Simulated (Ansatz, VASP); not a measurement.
# GaAs: VASP beside Ansatz

```
Ga As
1.0
     0.00000    2.75209    2.75209
     2.75209    0.00000    2.75209
     2.75209    2.75209    0.00000
Ga As
1 1
Direct
  0.00000 0.00000 0.00000
  0.75000 0.75000 0.75000
```

Alike in both runs: functional PBEsol; k mesh 8 × 8 × 8; no spin polarisation.

Ansatz relaxed the structure, and its values are those at the end. VASP's run is a single point on that final structure, the one shown.

```csv
,VASP,Ansatz
version,VASP 6.6.1,Ansatz 0.2.0
potentials or method,"VASP PAW PBE potentials, release 64 (Ga_d, As)","PAW with Ansatz's default frozen-core files, scalar-relativistic"
plane-wave cutoff (eV),520,420
occupations,"gaussian, width 0.01 eV",fixed
valence electrons in the cell,18,28
```

|  | VASP | Ansatz | Ansatz less VASP |
| --- | --- | --- | --- |
| pressure (GPa) | 7.2 | 7.0 | -0.24 |

The two sets of potentials don't hold the same shells in valence.

Caveats: the PAW data sets were made with another functional, which shifts forces and pressure a little (VASP). A k mesh can miss the band edges.
